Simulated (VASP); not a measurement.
Wanted: the native input for a VASP 6.6.1 run.

- Task: relaxation of cell and atoms
- Functional: PBE
- Potentials or basis: VASP PAW PBE potentials, release 64 (Fe, O)
- Cutoff: 600 eV
- k mesh: 9 × 9 × 7
- Occupations: gaussian, width 0.03 eV
- Spin: collinear spin, ferromagnetic start
- Starting moments: [5.0, 5.0, 5.0, 5.0, 0.0, 0.0, 0.0, 0.0, 0.0, 0.0] μB
- Hubbard terms: Fe d U = 4.0 eV
- Further INCAR settings: ALGO = Normal; EDIFF = 1e-07; AMIX = 0.2; BMIX = 0.0001; IBRION = 2; EDIFFG = -0.005; NSW = 90; ISIF = 3

The structure of Fe2O3 (Hematite) lies in POSCAR:

```
Fe2O3                                   
1.0
    2.5626377224      1.4795395809      4.6236571261
   -2.5626377224      1.4795395809      4.6236571261
   -0.0000000000     -2.9590791617      4.6236571261
  Fe              O             
     4     6
Direct
     0.3537882483822566    0.3537882483822566    0.3537882483822566
     0.1462117516177433    0.1462117516177433    0.1462117516177433
     0.6462117516177434    0.6462117516177434    0.6462117516177434
     0.8537882483822566    0.8537882483822566    0.8537882483822566
     0.5544563643810719    0.9455436356189281    0.2500000000000000
     0.2499999999999752    0.5544563643810472    0.9455436356189777
     0.9455436356189528    0.2500000000000248    0.5544563643810223
     0.4455436356189281    0.0544563643810719    0.7500000000000000
     0.7500000000000249    0.4455436356189529    0.0544563643810223
     0.0544563643810472    0.7499999999999751    0.4455436356189776
```

The input as run:

INCAR

```
SYSTEM = Fe2O3
  ALGO = Normal
  AMIX = 0.2
  AMIX_MAG = 0.8
  BMIX = 1E-4
  BMIX_MAG = 1E-4
  EDIFF = 1E-7
  EDIFFG = -0.005
  ENCUT = 600
  GGA = PE
  IBRION = 2
  ISIF = 3
  ISMEAR = 0
  ISPIN = 2
  KPAR = 4
  LASPH = .True.
  LCHARG = .False.
  LDAU = .True.
  LDAUJ = 0 0
  LDAUL = 2 -1
  LDAUPRINT = 1
  LDAUTYPE = 2
  LDAUU = 4 0
  LMAXMIX = 4
  LORBIT = 11
  LREAL = .False.
  LWAVE = .False.
  MAGMOM = 5 5 5 5 0 0 0 0 0 0
  NELM = 150
  NSW = 90
  PREC = Accurate
  SIGMA = 0.03
```

KPOINTS

```
k-points
0
Gamma
  9 9 7
  0 0 0
```

Potentials or basis: VASP PAW PBE potentials, release 64 (Fe, O).

The run is started by

```sh
$ cat potpaw_PBE.64/Fe/POTCAR potpaw_PBE.64/O/POTCAR > POTCAR
$ mpirun -np 4 vasp_std > vasp.out
```

It gave:

* Relaxed volume: 10.51 Å³/atom
* Relaxed cell: a = 5.488 Å, b = 5.488 Å, c = 5.488 Å, α = 55.65°, β = 55.65°, γ = 55.65°
* Space group after relaxing (to 0.05 Å): R-3c (No. 167)
* Energy gained by relaxing: 0.0 meV/atom
* Ionic steps: 3
* Pressure after relaxing: 0.0 GPa
* Largest force after relaxing: 0.004 eV/Å
* Band gap on the k mesh: 1.10 eV, indirect (least direct gap 1.31 eV)
* Net moment: 20.00 μB per cell
* Site moments: Fe +4.33; O +0.37 μB
* Valence electrons inside the program's atomic spheres: Fe 6.65; O 5.03

Caveat: an odd mesh through Γ misses points on the zone boundary, where band edges often lie; only a ferromagnetic start was run, and an antiferromagnetic order may lie lower in energy.

Wall time 30 min on 4 MPI ranks on Intel(R) Xeon(R) Platinum 8375C CPU @ 2.90GHz (Ice Lake), with other jobs on the host, peak memory 1.4 GiB a rank.
